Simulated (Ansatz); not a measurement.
## Sr: enthalpy against pressure

Sr, P6_3/mmc, a = 4.306 Å, c = 7.117 Å. This isn't the element's structure at ambient conditions. Ansatz: r2SCAN, PAW, 500 eV, Γ-centred 12×12×6 mesh on 2 atoms, Gaussian smearing 0.10 eV; no spin polarisation. Cell and atoms are relaxed at each pressure, and no other structure is tried, so the rows at high pressure may lie past a change of phase. y is the enthalpy over the state at zero pressure; there V0 = 57.147 Å³/atom. The pressures are the targets, met within 0.01 GPa.

```tsv
P (GPa)	y (eV/atom)
-2.0	?
0.0	0.0000
2.0	0.6651
5.0	1.5266
10.0	2.7438
20.0	4.7359
```

Question: Fit y = c1 P + c2 P² + c3 P³ to the other rows, say what c1 and c2 mean, and predict the missing value.

Answer: Least squares on the rows shown. y = 0.34700 P − 0.0090398 P² + 0.00017648 P³. Since dH/dP = V, c1 is V0: 0.34700 eV/GPa × 160.2 = 55.589 Å³ against 57.147; c2 = −V0/(2B0) gives B0 = 19 GPa, where a Birch–Murnaghan fit to the volumes of the same runs (not shown) gives 11.8 GPa: a cubic over this range folds the higher terms into c2. Above P = −c2/(3 c3) = 17 GPa the cubic's slope, the volume, would rise with pressure, so the form fails there. At P = -2.0 the fit asked for gives -0.7316 eV/atom. The run gave -0.7932 eV/atom, so the fit is 0.0616 eV/atom too high, 1.1 % of the span of the series, against an rms of 0.0037 eV/atom on the fitted rows. The row lies outside the fitted range. With a term in P⁴ added, a fit to the same known rows (none to spare) predicts -0.7654 eV/atom, which recovers part of the miss; the known rows don't hold the rest.

The mesh isn't the same in all rows (12×12×6, 12×12×8, 15×15×8).